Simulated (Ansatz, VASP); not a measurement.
**Two plane-wave programs on SnO**

The input INCAR:

```
SYSTEM = SnO
PREC = Accurate
ENCUT = 520
EDIFF = 1E-6
ISMEAR = 0
SIGMA = 0.02
LREAL = .False.
LASPH = .True.
NELM = 100
ALGO = Fast
ISIF = 2
LWAVE = .False.
LCHARG = .True.
GGA = PE
IVDW = 12
LELF = .True.
LVHAR = .True.
NBANDS = 28
```

KPOINTS

```
Automatic mesh
0
Gamma
  8 6 6
  0 0 0
```

The input POSCAR:

```
SnO
1.0
    3.3456686072      0.0000000000      0.0000000000
    0.0000000000      5.7118551064      0.0000000000
    0.0000000000      0.0000000000      3.9213611435
Sn O
2 2
Direct
    0.0000000000      0.2347370267      0.5269398131
    0.5000000000      0.7652629733      0.0269398131
    0.0000000000      0.8833579731      0.7230611869
    0.5000000000      0.1166420269      0.2230611869
```

Input for Ansatz:

```yaml
crystal:
  lattice:
    - [3.3456686072, 0.0, 0.0]
    - [0.0, 5.7118551064, 0.0]
    - [0.0, 0.0, 3.9213611435]
  atoms:
    - { symbol: Sn, position: [0.0, 0.2347370267, 0.5269398131] }
    - { symbol: Sn, position: [0.5, 0.7652629733, 0.0269398131] }
    - { symbol: O, position: [0.0, 0.8833579731, 0.7230611869] }
    - { symbol: O, position: [0.5, 0.1166420269, 0.2230611869] }
basis:
  ecutwfc: 420
kpoints:
  mp_grid: { grid: [8, 6, 6] }
  band_path:
    path:
      - [[0.0, 0.0, 0.0], [0.5, 0.0, 0.0], [0.5, 0.5, 0.0], [0.0, 0.5, 0.0], [0.0, 0.0, 0.0], [0.0, 0.0, 0.5], [0.5, 0.0, 0.5], [0.5, 0.5, 0.5], [0.0, 0.5, 0.5], [0.0, 0.0, 0.5]]
      - [[0.5, 0.0, 0.0], [0.5, 0.0, 0.5]]
      - [[0.0, 0.5, 0.0], [0.0, 0.5, 0.5]]
      - [[0.5, 0.5, 0.0], [0.5, 0.5, 0.5]]
    npoints: 14
hamiltonian:
  xc: pbe
  dispersion: d3bj
scf:
  occupations: { method: gaussian, width: 0.02 }
output:
  forces: true
  stress: true
  eigenvalues: true
  populations: true
  dos: { projected: true, de: 0.02, nscf_kmesh: { grid: [12, 9, 9] } }
  bader: true
```

The cell comes from a database or a generator and needn't be the stable form of this composition.

Alike in both runs: task single point; functional PBE; dispersion D3(BJ); k mesh 8 × 6 × 6; occupations gaussian, width 0.02 eV; no spin polarisation.

```csv
,VASP,Ansatz
version,VASP 6.6.1,Ansatz 0.2.0
potentials or method,"VASP PAW PBE potentials, release 64 (Sn_d, O)","scalar-relativistic, plane waves, PAW"
plane-wave cutoff (eV),520,420
valence electrons in the cell,40,40
```

|  | VASP | Ansatz | Ansatz less VASP |
| --- | --- | --- | --- |
| gap on the k mesh at the Fermi level (eV) | 1.30 | 1.31 | +0.011 |
| least direct gap on the mesh (eV) | 1.90 | 1.91 | +0.012 |
| pressure (GPa) | 0.1 | 0.0 | -0.14 |
| largest component of the traceless stress (GPa) | 0.11 | 0.02 | -0.087 |
| rms of the force components (eV/Å) | 0.035 | 0.002 | -0.0332 |
| dispersion energy (meV/atom) | -221.4 | -221.5 | -0.06 |

Atom by atom the forces differ by 0.035 eV/Å (rms over components).

Caveats: spin-orbit coupling is left out, which moves the levels of the heavy elements. A k mesh can miss the band edges. As with any semilocal functional, this PBE gap is likely too small.
